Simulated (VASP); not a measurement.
**A VASP 6.6.1 single-point calculation on C**

INCAR

```
LWAVE = .FALSE.
PREC = Accurate
SIGMA = 0.02
LASPH = .TRUE.
NSW = 0
NELM = 120
LREAL = .FALSE.
ISYM = 3
LCHARG = .FALSE.
ISMEAR = -1
GGA = PE
IBRION = -1
ENCUT = 520
ISIF = 2
EDIFF = 1E-7
IVDW = 10
NBANDS = 16
```

KPOINTS

```
KPOINTS created by Atomic Simulation Environment
0
Gamma
12 12 6
0 0 0
```

POSCAR

```
C
 1.0000000000000000
     2.5031953717780824    0.0000000000287717    0.0000000000000000
    -1.2515976859139586    2.1678307825810661    0.0000000000000000
    -0.0000000000000000    0.0000000000000000    4.1688692921454775
 C
   4
Cartesian
 -0.0000000000166113  1.4452205217303011  0.0009643286881245
  1.2515976858807356  0.7226102608795363  2.0853989747608632
 -0.0000000000166113  1.4452205217303011  1.5623616558664297
  1.2515976858807356  0.7226102608795363  3.6467963019391694
```

The recommended PBE PAW datasets give the neutral cell 16 valence electrons.

Command

```
mpirun -np 1 vasp_std
```

Question: Predict the outcome of this run.

Answer: VASP stopped with an error.

OSZICAR

```
N       E                     dE             d eps       ncg     rms          rms(c)
DAV:   1     0.207464093261E+02    0.20746E+02   -0.83010E+03  2432   0.972E+02
DAV:   2    -0.357467228099E+02   -0.56493E+02   -0.51981E+02  3480   0.186E+02
DAV:   3    -0.375633174724E+02   -0.18166E+01   -0.18103E+01  3024   0.282E+01
DAV:   4    -0.375703108494E+02   -0.69934E-02   -0.69924E-02  3024   0.216E+00
DAV:   5    -0.375703450131E+02   -0.34164E-04   -0.34163E-04  3008   0.135E-01
```

Standard output (part)

```
POSCAR found type information on POSCAR C
 POSCAR found :  1 types and       4 ions
 LDA part: xc-table for (Slater+PW92), standard interpolation
 POSCAR, INCAR and KPOINTS ok, starting setup
 WAVECAR not read
 entering main loop
|                     _     ____    _    _    _____     _                     |
|                    | |   | |_) | | |  | | | |  __    | |                    |
|                    |_|   |  _ <  | |  | | | | |_ |   |_|                    |
|                     _    | |_) | | |__| | | |__| |    _                     |
|     internal error in CHECK_FULL_KPOINTS: KPOINTS_FULL not properly         |
|     initialised                                                             |
|     If you are not a developer, you should not encounter this problem.      |
|     Please submit a bug report.                                             |
```
